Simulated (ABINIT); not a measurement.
Set up this calculation in ABINIT 10.8.3 (patched build), as the native input.

```yaml
Task: single point
Functional: PBE
Potentials_or_basis: JTH PAW PBE v2.0
Cutoff: 1088 eV
k_mesh: 7 × 7 × 7
Occupations: fermi-dirac, width 0.05 eV
Spin: no spin polarisation
Fine-grid_cutoff: 1687.11 eV
Exchange_and_correlation_inside_the_PAW_spheres: full angular mesh (pawxcdev 0, this build's default; the released program takes 1)
```

The structure of NaI lies in POSCAR:

```
NaI
1.0
    0.0000000000      3.2364000000      3.2364000000
    3.2364000000      0.0000000000      3.2364000000
    3.2364000000      3.2364000000      0.0000000000
I Na
1 1
Direct
    0.5000000000      0.5000000000      0.5000000000  I
    0.0000000000      0.0000000000      0.0000000000  Na
```

One way to write it, as run:

run.abi

```
pp_dirpath "./"
pseudos "I.GGA_PBE-JTH.xml, Na.GGA_PBE-JTH.xml"

structure "poscar:POSCAR"
natom 2

ecut 40.0
pawecutdg 62.0

kptopt 1
ngkpt 7 7 7
nshiftk 1
shiftk 0.0 0.0 0.0

ixc 11

nband 12
occopt 3
tsmear 0.00183747

nstep 100
tolvrs 1.0e-9

iomode 3
prtwf 0
prtden 0
prteig 0
prtebands 0
enunit 1
```

Potentials or basis: JTH PAW PBE v2.0.

The run is started by

```sh
$ abinit run.abi > log 2>&1
```

It gave:

The pressure is 0.5 GPa, the band gap on the k mesh is 3.64 eV, direct and the valence electrons inside the program's atomic spheres are I 4.02; Na 7.62.

Caveat: spin-orbit coupling is left out, which moves the levels of the heavy elements.

Run time: 28 s on 1 thread of AMD EPYC 9R14 (Zen 4), with other jobs on the host, peak memory 0.19 GiB.
